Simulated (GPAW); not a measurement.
Runs of GPAW 26.7.0 on ZnS (Wurtzite-6H). The structure is hexagonal, space group P6_3mc (No. 186). The conventional cell has a = 3.812 Å, b = 3.812 Å, c = 18.690 Å, α = 90.00°, β = 90.00°, γ = 120.00°. Around Zn (site symmetry 3m) lie 4 S at 2.33 to 2.34 Å. Around Zn (site symmetry 3m) lie 4 S at 2.33 to 2.34 Å. Around Zn (site symmetry 3m) lie 4 S at 2.33 to 2.34 Å. Around S (site symmetry 3m) lie 4 Zn at 2.33 to 2.34 Å. Around S (site symmetry 3m) lie 4 Zn at 2.33 to 2.34 Å. Around S (site symmetry 3m) lie 4 Zn at 2.33 to 2.34 Å. 

```tsv
task	level	potentials or basis	cell	k mesh	cutoff (eV)	maxiter	k mesh for the DOS	dos width	data set	convergence	gap on the mesh (eV)	pressure (GPa)	largest force (eV/Å)
density of states	rSCAN	GPAW PAW data sets (gpaw-data 1.2.1), pw	as given	5 × 5 × 1	600	150	7 × 7 × 1	0.2 eV	-	-	2.70	(a)	0.03
single point	PBE	JTH PAW 2.0, PBE, pw	as given	6 × 6 × 1	500	80	-	-	S jth, Zn jth	-	2.16	(b)	0.03
phonons	PBE+D3(BJ)+ATM	GPAW PAW data sets (gpaw-data 1.2.1), pw	relaxed	5 × 5 × 1	600	150	-	-	-	density=1e-06 eigenstates=1e-09	2.17	0.0	-
phonons	SOGGA	PAW data sets generated in the run's folder for this functional, pw	relaxed	5 × 5 × 1	510	150	-	-	-	density=1e-06 eigenstates=1e-09	2.10	0.0	-
```

Alike in all rows: no spin polarisation; smearing fermi-dirac 0.05 eV.

**Question.** Fill in the values left out.

**Answer.** (a) -0.6; (b) 1.4.

Caveats: an odd mesh through Γ misses points on the zone boundary, where band edges often lie; the cell's inner coordinates are idealised or old, which leaves forces on the atoms (some runs); the cutoff is short for stress and forces, so pressures can be off by a GPa or more (some runs); the LO-TO splitting is left out (some runs); the PAW data sets were made with another functional, which shifts forces and pressure a little (some runs); the program truncates these outside data sets (some runs).

Not every run made on this cell is shown here.
